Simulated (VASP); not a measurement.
# Ba (P6/mmm) in VASP: reference runs

Aim: a first look at Ba with PBE, on the cell as given and on a disturbed one.

Program: VASP 6.6.1. These are calculated values, not measurements. Logs are shortened: lines on timing, memory, paths and dates and some standing lists are left out, and cuts for length are marked.

## (1) The structure

Symmetry: P6/mmm, No. 191, hexagonal system. The conventional cell has a = 4.312 Å, b = 4.312 Å, c = 3.913 Å, α = 90.00°, β = 90.00°, γ = 120.00°. Ba (site symmetry 6/mmm) is surrounded by 8 Ba at 3.91 to 4.31 Å.

This isn't the form of Ba at room conditions, which is bcc.

## (2) Single point, PBE

INCAR

```
ALGO = Normal ; EDIFF = 1E-7
ENCUT = 520 ; GGA = PE
ISIF = 2 ; ISMEAR = -1
LASPH = T ; LCHARG = F
LREAL = F ; LWAVE = F
NBANDS = 11 ; NELM = 80
PREC = Accurate ; SIGMA = 0.05
```

KPOINTS

```
k-points
0
Gamma
  7 7 7
```

POSCAR

```
Ba
1.0
    4.3116136979      0.0000000000      0.0000000000
   -2.1558068490      3.7339669937      0.0000000000
    0.0000000000      0.0000000000      3.9134133000
Ba
1
Direct
    0.0000000000      0.0000000000      0.0000000000
```

Potentials or basis: VASP PAW PBE potentials, release 64 (Ba_sv).

Started as:

```bash
$ cat potpaw_PBE.64/Ba_sv/POTCAR > POTCAR
$ mpirun -np 1 vasp_std > vasp.out
```

OUTCAR:

```text
EDIFF = 1E-7
   ENCUT = 520
   GGA = PE
   ISIF = 2
   ISMEAR = -1
   LASPH = T
   LREAL = F
   NELM = 80
   PREC = Accurate

 ion  position               nearest neighbor table
   1  0.000  0.000  0.000-

  LATTYP: Found a hexagonal cell.
 ALAT       =     4.3116136979
 C/A-ratio  =     0.9076446950

  Lattice vectors:

 A1 = (   4.3116136979,   0.0000000000,   0.0000000000)
 A2 = (  -2.1558068490,   3.7339669937,   0.0000000000)
 A3 = (   0.0000000000,   0.0000000000,   3.9134133000)

Analysis of symmetry for initial positions (statically):
=====================================================================
 Subroutine PRICEL returns:
 Original cell was already a primitive cell.

 Routine SETGRP: Setting up the symmetry group for a
 hexagonal supercell.

 Subroutine GETGRP returns: Found 24 space group operations
 (whereof 24 operations were pure point group operations)
 out of a pool of 24 trial point group operations.

The static configuration has the point symmetry D_6h.

Analysis of symmetry for dynamics (positions and initial velocities):
=====================================================================
 Subroutine PRICEL returns:
 Original cell was already a primitive cell.

 Routine SETGRP: Setting up the symmetry group for a
 hexagonal supercell.

 Subroutine GETGRP returns: Found 24 space group operations
 (whereof 24 operations were pure point group operations)
 out of a pool of 24 trial point group operations.

The dynamic configuration has the point symmetry D_6h.

 Subroutine INISYM returns: Found 24 space group operations
 (whereof 24 operations are pure point group operations),
 and found     1 'primitive' translations

----------------------------------------------------------------------------------------

                                     Primitive cell

  volume of cell :      63.0037

  direct lattice vectors                    reciprocal lattice vectors
     4.311613698  0.000000000  0.000000000     0.231931724  0.133905844  0.000000000
    -2.155806849  3.733966994  0.000000000     0.000000000  0.267811687  0.000000000
     0.000000000  0.000000000  3.913413300     0.000000000  0.000000000  0.255531405

  length of vectors
     4.311613698  4.311613698  3.913413300     0.267811687  0.267811687  0.255531405

  position of ions in fractional coordinates (direct lattice)
     0.000000000  0.000000000  0.000000000

  ion indices of the primitive-cell ions
   primitive index   ion index
                 1           1

----------------------------------------------------------------------------------------

 KPOINTS: k-points

Automatic generation of k-mesh.
 Grid dimensions read from file:
 generate k-points for:    7    7    7

 Generating k-lattice:

  Cartesian coordinates                     Fractional coordinates (reciprocal lattice)
     0.033133103  0.019129406  0.000000000     0.142857143  0.000000000  0.000000000
     0.000000000  0.038258812  0.000000000     0.000000000  0.142857143  0.000000000
     0.000000000  0.000000000  0.036504486     0.000000000  0.000000000  0.142857143

  Length of vectors
     0.038258812  0.038258812  0.036504486

  Shift w.r.t. Gamma in fractional coordinates (k-lattice)
     0.000000000  0.000000000  0.000000000

 Subroutine IBZKPT returns following result:
 ===========================================

 Found     32 irreducible k-points:

 Following reciprocal coordinates:
            Coordinates               Weight
  0.000000  0.000000  0.000000      1.000000
  0.142857  0.000000  0.000000      6.000000
  0.285714 -0.000000  0.000000      6.000000
  0.428571  0.000000  0.000000      6.000000
  0.142857  0.142857  0.000000      6.000000
  0.285714  0.142857  0.000000     12.000000
[... 16 lines left out ...]
  0.428571  0.142857  0.285714     12.000000
  0.285714  0.285714  0.285714     12.000000
 [... further k-points ...]
   k-points           NKPTS =     32   k-points in BZ     NKDIM =     32   number of bands    NBANDS=     11
   number of dos      NEDOS =    301   number of ions     NIONS =      1
   total plane-waves  NPLWV =  30720
   dimension x,y,z NGX =    32 NGY =   32 NGZ =   30
   dimension x,y,z NGXF=    64 NGYF=   64 NGZF=   60
   ions per type =               1
   NGX,Y,Z   is equivalent  to a cutoff of  12.34, 12.34, 12.74 a.u.
   NGXF,Y,Z  is equivalent  to a cutoff of  24.68, 24.68, 25.49 a.u.
 SYSTEM =  unknown system
   PREC   = accura    normal or accurate (medium, high low for compatibility)
   ISTART =      0    job   : 0-new  1-cont  2-samecut
   ICHARG =      2    charge: 1-file 2-atom 10-const
   ISPIN  =      1    spin polarized calculation?
   LNONCOLLINEAR =      F non collinear calculations
   LSORBIT =      F    spin-orbit coupling
   LASPH  =      T    aspherical Exc in radial PAW
   ENCUT  =  520.0 eV  38.22 Ry    6.18 a.u.   8.02  8.02  7.28*2*pi/ulx,y,z
   NELM   =     80;   NELMIN=  2; NELMDL= -5     # of ELM steps
   EDIFF  = 0.1E-06   stopping-criterion for ELM
   LREAL  =      F    real-space projection
   EDIFFG = 0.1E-05   stopping-criterion for IOM
   NSW    =      0    number of steps for IOM
   IBRION =     -1    ionic relax: 0-MD 1-quasi-New 2-CG
   NFREE  =      0    steps in history (QN), initial steepest desc. (CG)
   ISIF   =      2    stress and relaxation
   ISYM   =      2    0-nonsym 1-usesym 2-fastsym
   POTIM  = 0.5000    time-step for ionic-motion
   TEBEG  =    0.0;   TEEND  =   0.0 temperature during run
   PSTRESS=    0.0 pullay stress
   NELECT =      10.0000    total number of electrons
   NUPDOWN=      -1.0000    fix difference up-down
   EMIN   =  10.00;   EMAX   =-10.00  energy-range for DOS
   EFERMI =   0.00;   METHOD = LEGACY
   ISMEAR =    -1;   SIGMA  =   0.05  broadening in eV -4-tet -1-fermi 0-gaus
   EFERMI_NEDOS =   21; number of points for ismear=-14 and -15
   IALGO  =     38    algorithm
   IMIX   =      4    mixing-type and parameters
     AMIX     =   0.40;   BMIX     =  1.00
     AMIX_MAG =   1.60;   BMIX_MAG =  1.00
  volume/ion in A,a.u.               =      63.00       425.17
  Fermi-wavevector in a.u.,A,eV,Ry     =   0.886379  1.675014 10.689660  0.785668
  Thomas-Fermi vector in A             =   2.007537
   LORBIT       =      0    0 simple, 1 ext, 2 COOP (PROOUT), +10 PAW based schemes
   GGA     = PE    functional components
   LHFCALC =     F    Hartree Fock is set to
   AEXX    =    0.0000 exact exchange contribution
   IVDW    =     0    specifies the selected vdW correction
   LEPSILON=     F    determine dielectric tensor
   LRPA    =     F    only Hartree local field effects (RPA)
 non-spin polarized calculation
  energy-cutoff  :      520.00
  volume of cell :       63.00
 maximum number of plane-waves:      1712
   NGX = 17   NGY = 17   NGZ = 15

 number of electron      10.0000001 magnetization

 Free energy of the ion-electron system (eV)
  ---------------------------------------------------
  ext. energy  EPLUGINS =         0.00000000
  ---------------------------------------------------
  free energy    TOTEN  =        -1.73223604 eV

  energy without entropy =       -1.72261766  energy(sigma->0) =       -1.72742685

 E-fermi :   1.6704     XC(G=0):  -7.3986

 val. band max:        1.6164325436   @ k =   0.2857   0.2857   0.2857
 cond. band min:       1.6786948065   @ k =   0.4286   0.1429   0.2857
 fundamental gap:      0.0622622629
 Fermi energy:         1.6703720294

 k-point     1 :       0.0000    0.0000    0.0000
  band No.  band energies     occupation
      1     -27.4544      2.00000
      2     -12.3858      2.00000
      3     -12.3858      2.00000
      4     -12.2790      2.00000
      5      -1.0410      2.00000
      6       1.7762      0.21481
      7       3.3409      0.00000
      8       3.3409      0.00000
      9       6.4979      0.00000
     10       6.4979      0.00000
     11       7.7038      0.00000

 k-point     2 :       0.1429    0.0000    0.0000
  band No.  band energies     occupation
      1     -27.4466      2.00000
      2     -12.4829      2.00000
      3     -12.4075      2.00000
      4     -12.2693      2.00000
      5      -0.7040      2.00000
      6       1.9149      0.01492
      7       2.8766      0.00000
      8       3.6856      0.00000
      9       5.9203      0.00000
     10       6.4120      0.00000
     11       8.6875      0.00000

 k-point     3 :       0.2857   -0.0000    0.0000
  band No.  band energies     occupation
      1     -27.4290      2.00000
      2     -12.6913      2.00000
      3     -12.4557      2.00000
      4     -12.2473      2.00000
      5       0.0897      2.00000
      6       1.9929      0.00315
      7       2.5130      0.00000
      8       4.6620      0.00000
      9       5.1124      0.00000
     10       6.2319      0.00000
     11       8.1619      0.00000

 k-point     4 :       0.4286    0.0000    0.0000
  band No.  band energies     occupation
      1     -27.4147      2.00000
      2     -12.8496      2.00000
      3     -12.4936      2.00000
      4     -12.2296      2.00000
      5       0.6609      2.00000
      6       1.9926      0.00318
      7       2.6510      0.00000
      8       4.6487      0.00000
      9       6.0140      0.00000
     10       6.0985      0.00000
     11       7.5889      0.00000
[... 239 lines left out ...]
 k-point    22 :       0.2857    0.1429    0.2857
  band No.  band energies     occupation
      1     -27.3792      2.00000
      2     -12.7166      2.00000
      3     -12.6861      2.00000
      4     -12.4771      2.00000
      5       1.2067      1.99981
      6       2.0931      0.00043
      7       3.4499      0.00000
      8       3.9315      0.00000
      9       4.1779      0.00000
     10       6.2815      0.00000
     11       8.2924      0.00000

 k-point    23 :       0.4286    0.1429    0.2857
  band No.  band energies     occupation
      1     -27.3723      2.00000
      2     -12.7774      2.00000
      3     -12.6755      2.00000
      4     -12.5077      2.00000
      5       1.4932      1.94376
      6       1.6787      0.91696
      7       3.5884      0.00000
      8       4.1723      0.00000
      9       4.4540      0.00000
     10       7.1269      0.00000
     11       7.3903      0.00000

 k-point    24 :       0.2857    0.2857    0.2857
  band No.  band energies     occupation
      1     -27.3706      2.00000
      2     -12.7166      2.00000
      3     -12.6719      2.00000
      4     -12.5971      2.00000
      5       1.6164      1.49253
      6       2.0600      0.00083
      7       3.5310      0.00000
      8       3.6137      0.00000
      9       4.1958      0.00000
     10       6.7199      0.00000
     11       8.1099      0.00000

 [... further k-points ...]

------------------------ aborting loop because EDIFF is reached ----------------------------------------

  FORCE on cell =-STRESS in cart. coord.  units (eV):
  Direction    XX          YY          ZZ          XY          YZ          ZX
  --------------------------------------------------------------------------------------
  -------------------------------------------------------------------------------------
  Total       -0.1369008     -0.1369008      0.1519817      0.0000000      0.0000000     -0.0000000
  in kB       -3.4813716     -3.4813716      3.8648783      0.0000000      0.0000000     -0.0000000
  external PRESSURE =      -1.0326216 kB  Pullay stress =       0.0000000 kB

 VOLUME and BASIS-vectors are now :
 -----------------------------------------------------------------------------
  energy-cutoff  :      520.00
  volume of cell :       63.00
      direct lattice vectors                 reciprocal lattice vectors
     4.311613698  0.000000000  0.000000000     0.231931724  0.133905844  0.000000000
    -2.155806849  3.733966994  0.000000000     0.000000000  0.267811687  0.000000000
     0.000000000  0.000000000  3.913413300     0.000000000  0.000000000  0.255531405

 POSITION                                       TOTAL-FORCE (eV/Angst)
 -----------------------------------------------------------------------------------
      0.00000      0.00000      0.00000         0.000000      0.000000      0.000000
 -----------------------------------------------------------------------------------
    total drift:                                0.000000     -0.000000     -0.000000

  FREE ENERGIE OF THE ION-ELECTRON SYSTEM (eV)
  ---------------------------------------------------
  free  energy   TOTEN  =        -1.7322360379 eV

  energy  without entropy=       -1.7226176649  energy(sigma->0) =       -1.72742685
```

Run time: 6.7 s. Hardware: 1 thread of Intel Xeon 6975P-C (Granite Rapids), shared host; peak memory 0.18 GiB.

What came out:

```
Free energy            : -1.7322 eV
Pressure               : -0.1 GPa
Band gap on the k mesh : none (metal or under the smearing width)
```

Spin-orbit coupling is left out, which matters for the levels of Ba.

(Continued in part 2 of 2.)
